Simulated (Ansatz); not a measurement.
## TiSi2 and the effect of the functional

Symmetry: Immm, No. 71, orthorhombic system. Conventional cell: a = 2.946 Å, b = 3.424 Å, c = 8.424 Å, α = 90.00°, β = 90.00°, γ = 90.00°. Around Ti (site symmetry mmm) lie 10 Si at 2.67 to 2.78 Å and 2 Ti at 2.95 Å. Around Si (site symmetry mm2) lie 7 Si at 2.63 to 2.95 Å and 5 Ti at 2.67 to 2.78 Å.

The cell comes from a database or a generator and needn't be the stable form of this composition.

Kept alike: task equation of state; k mesh 12 × 12 × 12; occupations fermi-dirac, width 0.05 eV; no spin polarisation. Program: Ansatz, Ansatz PAW. Cutoffs run from 420 to 500 eV. The mesh is that of the run's cell of 3 atoms. No spin-orbit coupling.

| run | volume (Å³/atom) | bulk modulus (GPa) |
| --- | --- | --- |
| A | 13.802 | 149.2 |
| B | 13.926 | 146.8 |
| C | 13.511 | 155.0 |

Volume and modulus come from cells scaled at fixed shape and fractions; off cubic symmetry such a modulus can lie above the relaxed one. All rows use potentials made for PBE.

Question: The runs differ in the functional (and the cutoff that goes with it) alone: LDA; PBEsol; r2SCAN. Which run is which?

Answer: Run A is PBEsol; run B is r2SCAN; run C is LDA. The volume runs from 13.511 (LDA) to 13.926 Å³/atom (r2SCAN). The bulk modulus runs from 146.8 (r2SCAN) to 155.0 GPa (LDA).
